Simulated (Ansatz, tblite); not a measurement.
MgI₂: GFN1-xTB, run from Python

These are simulated results from tblite 0.8.0, not measurements. The cell was built from a prototype and was relaxed with r2SCAN in plane waves (Ansatz 0.2.0). Not every such cell is a known phase. All runs are without spin polarisation.

The symmetry is Fm-3m (No. 225, cubic); conventional cell a = 7.511 Å, 35.32 Å³ an atom. Mg has 8 I at 3.25 Å; I has 4 Mg at 3.25 Å.

tblite solves periodic systems at the zone centre alone, so the script builds a cluster of 2×2×2 conventional cells (96 atoms), which folds in a coarse mesh of k points.

run.py reads:

```python
import json
from ase import Atoms
from ase.build import make_supercell
from ase.units import Bohr, GPa, Hartree
from tblite.interface import Calculator

atoms = Atoms(['Mg', 'I', 'I'],
              cell=[[0.0, 3.755721, 3.755721], [3.755721, -0.0, 3.755721], [3.755721, 3.755721, 0.0]],
              scaled_positions=[[-0.0, 0.0, 0.0], [0.25, 0.25, 0.25], [0.75, 0.75, 0.75]],
              pbc=True)
cluster = make_supercell(atoms, [[-2, 2, 2], [2, -2, 2], [2, 2, -2]])
calc = Calculator('GFN1-xTB', cluster.numbers, cluster.positions / Bohr, lattice=cluster.cell[:] / Bohr, periodic=cluster.pbc)
calc.set('temperature', 0.02 / Hartree)
calc.set('max-iter', 150)
res = calc.singlepoint()
levels = res.get('orbital-energies') * Hartree
nv = round(res.get('orbital-occupations').sum() / 2)
cells = len(cluster) // len(atoms)
out = {'energy_per_cell': res.get('energy') * Hartree / cells, 'homo': levels[nv - 1], 'lumo': levels[nv],
       'stress': (-res.get('virial') * Hartree / cluster.get_volume() / GPa).tolist(), 'charges': res.get('charges')[:len(atoms)].tolist(), 'electrons': 2 * nv / cells}
json.dump(out, open('results.json', 'w'))
for key, value in out.items():
    print(key, value)
```

Command: `python run.py`. It took 5 s on 1 thread of Arm Neoverse V1 (shared host), peak memory 0.16 GiB.

Output:

```
------------------------------------------------------------
  cycle        total energy    energy error   density error
------------------------------------------------------------
      1     -276.4567598710  -2.7581394E+02   6.3673041E-01
      2     -278.1793336454  -1.7225738E+00   2.9676794E-01
      3     -279.0222522187  -8.4291857E-01   2.6529863E-01
      4     -279.7617253730  -7.3947315E-01   5.3446790E-03
      5     -279.7617238855   1.4875066E-06   1.0153795E-03
      6     -279.7616029768   1.2090869E-04   1.1917255E-03
      7     -279.7617184417  -1.1546497E-04   5.0881049E-04
      8     -279.7617255127  -7.0709161E-06   1.9147370E-05
      9     -279.7617255224  -9.6883355E-09   5.9222085E-06
------------------------------------------------------------

 total:                                   4.298 sec
energy_per_cell -237.8970096259947
homo -9.152500043747114
lumo -9.152500043747107
stress [[0.9576193294183454, -8.763853894639735e-08, -8.7638547904798e-08], [-8.763853902231822e-08, 0.9576193294216864, -8.763854730112591e-08], [-8.763854795944348e-08, -8.763854733108257e-08, 0.9576193294188811]]
charges [0.2540065406032691, -0.1270045538039346, -0.12700065943216202]
electrons 16.0
```

The cycle table is in hartree for the whole cluster, and the lines after it are in eV (the energy for one cell). The printed stress is in GPa and positive in compression, and the pressure is its mean diagonal.

GFN1-xTB gives no gap at the points read. On the same cell, plane-wave PBE (Ansatz, 6×6×6 k points and the special points) gives a gap of 0.61 eV and r2SCAN a gap of 1.34 eV; on shared hosts these took about 3.3 and 8.3 core-seconds on the 3-atom cell, against 5 for the script. Spin-orbit coupling, left out in all these runs, can cut or reorder the gap by tenths of an eV, up to about 1 eV with Pb or Bi. This method closes a gap that PBE finds, a failure in kind.

The same script was run on cells scaled at fixed shape and fractional coordinates:

```tsv
volume (Å³/atom)	energy (meV/atom)	pressure (GPa, positive in compression)	gap (eV)
31.08	110.4	8.20	0.00
33.20	31.3	3.96	0.00
35.32	0.0	0.96	0.00
37.44	2.0	-1.13	0.00
39.56	27.2	-2.59	0.00
```

A Birch-Murnaghan fit puts the minimum at 36.19 Å³/atom, 2.5 % above the given cell, with a bulk modulus of 36.6 GPa at fixed shape.

xTB was fitted mostly to molecules, and a small cluster samples few k points, so gaps, pressures and kinks along a curve can be far from a solid's.

No spin-orbit coupling is included; it can move band edges with weight on the heavy atoms by tenths of an eV.
